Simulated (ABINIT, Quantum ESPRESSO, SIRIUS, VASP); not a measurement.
## Ga2O3: 4 runs at one level of theory

```
Ga O
1.0
     6.10700   -1.51855    0.00000
     6.10700    1.51855    0.00000
    -1.38599    0.00000    5.63001
Ga O
4 6
Direct
  0.34134 0.34134 0.68598
  0.65866 0.65866 0.31402
  0.90950 0.90950 0.20540
  0.09050 0.09050 0.79460
  0.50410 0.50410 0.74340
  0.49590 0.49590 0.25660
  0.82670 0.82670 0.43680
  0.17330 0.17330 0.56320
  0.83550 0.83550 0.89020
  0.16450 0.16450 0.10980
```

Alike in all runs: task single point; functional PBE; k mesh 9 × 9 × 5; occupations fermi-dirac, width 0.05 eV; no spin polarisation; no spin-orbit coupling. Pressure is positive in compression and, in plane waves, holds the error of the finite cutoff.

| program and potentials | plane-wave cutoff (eV) | notes | pressure (GPa) | largest force (eV/Å) |
| --- | --- | --- | --- | --- |
| ABINIT, JTH PAW PBE v2.0 | 626 | - | 10.11 | 0.230 |
| VASP, PBE PAW files Ga_d, O, 520 eV | 520 | - | 10.19 | 0.245 |
| Quantum ESPRESSO, SSSP 1.3 efficiency PBE | 952 | - | 9.17 | 0.228 |
| SIRIUS, PseudoDojo 0.4.1 PBE standard (scalar relativistic) | 1152 | - | 9.22 | 0.205 |

Force on atom 9 (O), eV/Å:

| program and potentials | x | y | z |
| --- | --- | --- | --- |
| ABINIT, JTH PAW PBE v2.0 | -0.223 | 0.000 | 0.058 |
| VASP, PBE PAW files Ga_d, O, 520 eV | -0.223 | 0.000 | 0.100 |
| Quantum ESPRESSO, SSSP 1.3 efficiency PBE | -0.218 | 0.000 | 0.068 |
| SIRIUS, PseudoDojo 0.4.1 PBE standard (scalar relativistic) | -0.190 | 0.000 | 0.077 |

The pressure spans 9.17 (Quantum ESPRESSO, SSSP 1.3 efficiency PBE) to 10.19 GPa (VASP, PBE PAW files Ga_d, O, 520 eV).

Differences between rows come from potentials, basis sets and numerical settings, since the functional is the same but for its coding. Runs on potential files found faulty are left out.

All four runs put monoclinic β-Ga2O3 under compression, at 9.17 to 10.19 GPa, so PBE would favour a larger cell. The lattice given is close to the measured one, and the sign is what PBE's usual underbinding of oxides leads one to expect: it makes the Ga–O bonds slightly too long and too soft.

The forces fit this picture. Atom 9 is a three-coordinate oxygen bound to one tetrahedral and two octahedral Ga, and in every run it is pushed away from the octahedral pair, while the force along the shorter tetrahedral bond is small. This suggests that the longer, weaker octahedral bonds would take up most of this atom's initial relaxation. The vanishing y component follows from the mirror plane on which the atom lies.

The spread among the runs leaves the sense of both effects unchanged, though pressure and force do not rank the runs alike. A scalar pressure cannot show how the expansion would be shared among the axes and the monoclinic angle.
